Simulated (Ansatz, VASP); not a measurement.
**Hg in VASP and in Ansatz**

Contents of POSCAR:

```
Hg
1.0
    3.0955948737      0.0000000000      0.0000000000
    0.0000000000      3.0955948737      0.0000000000
    0.0000000000      0.0000000000      3.0955948737
Hg
1
Direct
    0.5000000000      0.5000000000      0.5000000000
```

Contents of INCAR.step1:

```
SYSTEM = Hg
PREC = Accurate
ENCUT = 520
ISMEAR = 0
SIGMA = 0.1
LREAL = .FALSE.
LASPH = .TRUE.
NELM = 100
NBANDS = 12
GGA = PE
ALGO = Normal
EDIFF = 1E-4
LWAVE = .TRUE.
LCHARG = .FALSE.
```

File INCAR.step2:

```
SYSTEM = Hg
PREC = Accurate
ENCUT = 520
EDIFF = 1E-7
ISMEAR = 0
SIGMA = 0.1
LREAL = .FALSE.
LASPH = .TRUE.
NELM = 100
ALGO = Normal
ISIF = 2
LWAVE = .FALSE.
LCHARG = .FALSE.
METAGGA = R2SCAN
LMIXTAU = .TRUE.
NBANDS = 12
ISTART = 1
```

The input KPOINTS:

```
regular mesh
0
G
  18 18 18
  0 0 0
```

Input for Ansatz:

```yaml
crystal:
  lattice:
    - [3.0955948737, 0.0, 0.0]
    - [0.0, 3.0955948737, 0.0]
    - [0.0, 0.0, 3.0955948737]
  atoms:
    - { symbol: Hg, position: [0.5, 0.5, 0.5] }
basis:
  ecutwfc: 500
kpoints:
  mp_grid: { grid: [18, 18, 18] }
  band_path:
    path:
      - [[0.0, 0.0, 0.0], [0.0, 0.5, 0.0], [0.5, 0.5, 0.0], [0.0, 0.0, 0.0], [0.5, 0.5, 0.5], [0.0, 0.5, 0.0]]
      - [[0.5, 0.5, 0.5], [0.5, 0.5, 0.0]]
    npoints: 14
hamiltonian:
  xc: r2scan
scf:
  occupations: { method: gaussian, width: 0.1 }
  n_extra_bands: 6
output:
  forces: true
  stress: true
  eigenvalues: true
  populations: true
  dos: { projected: true, de: 0.02, nscf_kmesh: { grid: [22, 22, 22] } }
  bader: true
  write_density: true
  write_potential: true
  elf: true
  volumetric_format: npy
```

Alike in both runs: task single point; functional r2SCAN; k mesh 18 × 18 × 18; occupations gaussian, width 0.1 eV; no spin polarisation.

|  | VASP | Ansatz |
| --- | --- | --- |
| version | VASP 6.6.1 | Ansatz 0.2.0 |
| potentials or method | VASP PAW PBE potentials, release 64 (Hg) | scalar-relativistic, plane waves, PAW |
| plane-wave cutoff (eV) | 520 | 500 |
| valence electrons in the cell | 12 | 20 |

```csv
,VASP,Ansatz,Ansatz less VASP
gap on the k mesh at the Fermi level (eV),none,none,-
pressure (GPa),-1.4,-1.6,-0.23
```

A gap of «none» marks a metal or a gap that the smearing closes. The two sets of potentials don't hold the same shells in valence.

Caveats: the PAW data sets were made with another functional, which shifts forces and pressure a little (VASP). The runs have no spin-orbit coupling, so splittings on Hg are missing.
